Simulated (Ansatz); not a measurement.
Runs of Ansatz 0.2.0 on MoS2. The structure is trigonal, space group P-3m1 (No. 164). The conventional cell has a = 3.227 Å, b = 3.227 Å, c = 6.312 Å, α = 90.00°, β = 90.00°, γ = 120.00°. Mo (site symmetry -3m) is surrounded by 6 S at 2.42 Å. S (site symmetry 3m) has 3 Mo at 2.42 Å as nearest neighbours. Measurements of this composition are mostly on another form, of space group No. 194.

```tsv
level	U	hubbard projectors	double counting	gap on the mesh (eV)	pressure (GPa)	largest force (eV/Å)
PBEsol	-	-	-	none	(a)	0.02
PBEsol+U	Mo d U = 5 eV	ortho-atomic (the default)	fll (the default)	none	-3.5	0.02
PBEsol+U	Mo d U = 6 eV	ortho-atomic (the default)	fll (the default)	none	-3.2	-
PBEsol+U	Mo d U = 3 eV	ortho-atomic (the default)	fll (the default)	none	-3.5	0.01
PBEsol+U	Mo d U = 4 eV	ortho-atomic (the default)	fll (the default)	none	-3.5	0.02
PBEsol+U	Mo d U = 1 eV	ortho-atomic (the default)	fll (the default)	none	-3.5	0.01
PBEsol+U	Mo d U = 2 eV	ortho-atomic (the default)	fll (the default)	none	-3.5	-
```

Alike in all rows: task band structure; potentials or basis Ansatz PAW; no spin polarisation; cell as given; k mesh 9 × 9 × 4; cutoff (eV) 420; smearing fermi-dirac 0.05 eV.

Q: Estimate the missing entries.

A: (a) -3.4.

Caveats: this functional lacks dispersion, which binds the layers, so the pressure and a relaxed spacing across them are unreliable; the PAW data sets come from PBE, with cores solved anew for the run's functional, which leaves a small shift of forces and pressure; U without spin polarisation on a metal has little footing (some runs).

A k mesh can miss the band edges, and the runs leave out spin-orbit coupling on Mo.

A gap of «none» marks a metal or a gap under the smearing width.
